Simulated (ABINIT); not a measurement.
InP:

```
CELL_PARAMETERS angstrom
0.00000 2.93050 2.93050
2.93050 0.00000 2.93050
2.93050 2.93050 0.00000
ATOMIC_POSITIONS crystal
In 0.00000 0.00000 0.00000
P 0.75000 0.75000 0.75000
```

Base run:

| Item | Value |
| --- | --- |
| Program | ABINIT 10.8.3 (patched build) |
| Functional | AM05 |
| Potentials or basis | JTH PAW PBE v2.0 sp |
| Cutoff | 544 eV |
| k mesh | 8 × 8 × 8 |
| Occupations | fermi-dirac, width 0.05 eV |
| Spin | no spin polarisation |

Its results: band gap on the k mesh 0.81 eV, direct.

Question: After a change of settings the same cell gave: band gap on the k mesh 0.75 eV, direct. Which change was it?
A. functional from AM05 to PBEsol; potentials or basis from JTH PAW PBE v2.0 sp to JTH PAW PBE v2.0; valence electrons from 8 to 18
B. functional from AM05 to BLYP; potentials or basis from JTH PAW PBE v2.0 sp to JTH PAW PBE v2.0; valence electrons from 8 to 18
C. functional from AM05 to HCTH407; potentials or basis from JTH PAW PBE v2.0 sp to JTH PAW PBE v2.0; valence electrons from 8 to 18
D. functional from AM05 to SOGGA

Answer: D.

Caveats: spin-orbit coupling is left out, which moves the levels of the heavy elements; this set keeps more shells in the core, which shifts pressures and gaps.

Not every run made on this cell is shown here.
